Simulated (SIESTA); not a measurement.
WS2:

```
W S
1.0
     1.57900    0.91164    6.16333
    -1.57900    0.91164    6.16333
     0.00000   -1.82327    6.16333
W S
1 2
Direct
  0.00000 0.00000 0.00000
  0.58100 0.58100 0.58100
  0.75030 0.75030 0.75030
```

Measurements of this composition are mostly on another form, of space group No. 194.

* Program: SIESTA 5.4.2
* Task: single point
* Functional: PBEsol
* Potentials or basis: PseudoDojo 0.4 standard (PBEsol files)
* Basis: DZP (energy shift 0.003 Ry; two zetas on semicore shells)
* Grid cutoff: 800 Ry
* Energy shift: 0.003 Ry
* k mesh: 10 × 10 × 10
* Occupations: fermi-dirac, width 0.05 eV
* Spin: no spin polarisation

On this cell: pressure 2.5 GPa; largest force 0.712 eV/Å; band gap on the k mesh 1.09 eV, indirect (least direct gap 2.29 eV).

The same run follows on a disturbed copy (atoms moved at random, drawn with an rms of 0.05 Å):

```
W S
1.0
     1.57900    0.91164    6.16333
    -1.57900    0.91164    6.16333
     0.00000   -1.82327    6.16333
W S
1 2
Direct
  0.98702 0.01091 0.00837
  0.58570 0.58146 0.57252
  0.74750 0.73998 0.77082
```

**Question.** What does the disturbed cell give?

**Answer.** The energy moves by +19.3 meV/atom; pressure -0.7 GPa; largest force 1.723 eV/Å; band gap on the k mesh 1.00 eV, indirect (least direct gap 2.16 eV).

Forces on the atoms (eV/Å):
```
W    0.986 -0.014 -1.413
S   -0.393 -0.333  0.918
S   -0.593  0.347  0.495
```

Stress tensor (GPa, compression positive):
```
 0.30 -0.96 -0.81
-0.96  0.03  3.09
-0.81  3.09 -2.51
```

Caveats: short orbitals over semicore shells can move pressures by several GPa; spin-orbit coupling is left out, which moves the levels of the heavy elements; the basis of atomic orbitals isn't converged, which shifts pressures, moduli and gaps.

A k mesh can miss the band edges.
